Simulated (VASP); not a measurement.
Computed with PBE GGA, VASP's PBE PAW potentials (set 64) (plane waves; VASP).

A VASP calculation is set up with these files.

### POSCAR
```
ZrO2
1
    0.0000000000     2.5409669540     2.5409669540
    2.5409669540    -0.0000000000     2.5409669540
    2.5409669540     2.5409669540     0.0000000000
Zr O
1 2
Direct
  0.0000000000   0.0000000000   0.0000000000
  0.2500000000   0.2500000000   0.2500000000
  0.7500000000   0.7500000000   0.7500000000
```

**KPOINTS**
```
Automatic
0
gamma
 8 8 8
```

### INCAR
```
ALGO=Normal
EDIFF=1E-6
EDIFFG=-0.02
ENCUT=620
GGA=PE
IBRION=2
ISIF=3
ISMEAR=0
LASPH=.True.
LCHARG=.False.
LMAXMIX=4
LREAL=.False.
LWAVE=.False.
NELM=100
NSW=40
PREC=Accurate
PSTRESS=50
SIGMA=0.05
SYSTEM=ZrO2
```

POTCAR, in this order: Zr_sv O (PBE.64 set). Program: vasp_std.

What VASP printed:

OSZICAR:
```
       N       E                     dE             d eps       ncg     rms          rms(c)
DAV:   1     0.215477423297E+03    0.21548E+03   -0.16436E+04   928   0.177E+03
DAV:   2    -0.259443573842E+02   -0.24142E+03   -0.23701E+03  1240   0.414E+02
DAV:   3    -0.345653795861E+02   -0.86210E+01   -0.86124E+01  1248   0.819E+01
DAV:   4    -0.348846091622E+02   -0.31923E+00   -0.31915E+00  1440   0.114E+01
DAV:   5    -0.348898097180E+02   -0.52006E-02   -0.52005E-02  1136   0.124E+00    0.251E+01
DAV:   6    -0.286287354664E+02    0.62611E+01   -0.35941E+01  1032   0.471E+01    0.100E+01
DAV:   7    -0.285873654022E+02    0.41370E-01   -0.13972E+00  1272   0.981E+00    0.627E+00
DAV:   8    -0.285611531125E+02    0.26212E-01   -0.16233E-01  1248   0.431E+00    0.450E-01
DAV:   9    -0.285618340838E+02   -0.68097E-03   -0.16194E-02  1248   0.902E-01    0.313E-01
DAV:  10    -0.285629327810E+02   -0.10987E-02   -0.52725E-03  1104   0.728E-01    0.152E-01
DAV:  11    -0.285629400894E+02   -0.73084E-05   -0.17347E-03  1232   0.350E-01    0.139E-01
DAV:  12    -0.285628850059E+02    0.55083E-04   -0.30673E-04  1016   0.142E-01    0.604E-03
DAV:  13    -0.285628866013E+02   -0.15954E-05   -0.15529E-05  1264   0.289E-02    0.428E-03
DAV:  14    -0.285628868165E+02   -0.21519E-06   -0.27672E-06  1064   0.111E-02
   1 F= -.27538919E+02 E0= -.27538919E+02  d E =-.275389E+02
```

**OUTCAR**
```
------------------------ aborting loop because EDIFF is reached ----------------------------------------
  FORCE on cell =-STRESS in cart. coord.  units (eV):
  Direction    XX          YY          ZZ          XY          YZ          ZX
  --------------------------------------------------------------------------------------
  Total        1.0109292      1.0109292      1.0109292      0.0000000      0.0000000     -0.0000000
  in kB       49.3633111     49.3633111     49.3633111      0.0000000      0.0000000     -0.0000000
  external PRESSURE =      -0.6366889 kB  Pullay stress =      50.0000000 kB
  volume of cell :       32.81
      direct lattice vectors                 reciprocal lattice vectors
     0.000000000  2.540966954  2.540966954    -0.196775483  0.196775483  0.196775483
     2.540966954  0.000000000  2.540966954     0.196775483 -0.196775483  0.196775483
     2.540966954  2.540966954  0.000000000     0.196775483  0.196775483 -0.196775483
 POSITION                                       TOTAL-FORCE (eV/Angst)
 -----------------------------------------------------------------------------------
      0.00000      0.00000      0.00000        -0.000000     -0.000000     -0.000000
      1.27048      1.27048      1.27048         0.000000      0.000000      0.000000
      3.81145      3.81145      3.81145        -0.000000     -0.000000     -0.000000
 -----------------------------------------------------------------------------------
    total drift:                                0.000000     -0.000000      0.000000
  FREE ENERGIE OF THE ION-ELECTRON SYSTEM (eV)
  ---------------------------------------------------
  free  energy   TOTEN  =       -28.5628868165 eV

  energy  without entropy=      -28.5628868165  energy(sigma->0) =      -28.56288682
  enthalpy is  TOTEN    =       -27.5389186190 eV   P V=        1.0239681975

 reached required accuracy - stopping structural energy minimisation
```
(Selected blocks of OUTCAR.)

### OUTCAR
```
 val. band max:        7.2752468032   @ k =   0.5000   0.5000   0.0000

 cond. band min:      10.6426946594   @ k =   0.0000   0.0000   0.0000


 Fermi energy:         7.5855004349

 k-point     1 :       0.0000    0.0000    0.0000
  band No.  band energies     occupation
      1     -40.7896      2.00000
      2     -18.6107      2.00000
      3     -18.6107      2.00000
      4     -18.6107      2.00000
      5     -10.9431      2.00000
      6      -8.3687      2.00000
      7       2.0170      2.00000
      8       2.0170      2.00000
      9       2.0170      2.00000
     10       6.7419      2.00000
     11       6.7419      2.00000
     12       6.7419      2.00000
     13      10.6427      0.00000
     14      10.6427      0.00000
     15      13.8917      0.00000
     16      16.7000      0.00000

 k-point     2 :       0.1250    0.0000    0.0000
  band No.  band energies     occupation
      1     -40.7827      2.00000
      2     -18.7247      2.00000
      3     -18.6213      2.00000
      4     -18.6213      2.00000
      5     -10.7234      2.00000
      6      -8.5263      2.00000
      7       2.1678      2.00000
      8       2.1678      2.00000
      9       2.4389      2.00000
     10       6.3743      2.00000
     11       6.4614      2.00000
     12       6.4614      2.00000
     13      10.9311      0.00000
     14      10.9311      0.00000
     15      14.3584      0.00000
     16      16.1813      0.00000

 k-point     3 :       0.2500    0.0000    0.0000
  band No.  band energies     occupation
      1     -40.7657      2.00000
      2     -18.9812      2.00000
      3     -18.6466      2.00000
      4     -18.6466      2.00000
      5     -10.2526      2.00000
      6      -8.8066      2.00000
      7       2.5388      2.00000
      8       2.5388      2.00000
      9       3.4335      2.00000
     10       5.6406      2.00000
     11       5.9703      2.00000
     12       5.9703      2.00000
     13      11.3457      0.00000
...
```

The compound is ZrO2 in the fluorite structure, the high-temperature cubic form, which is unstable at 0 K; the monoclinic form is the stable one. It was relaxed first under an external pressure of 5 GPa.
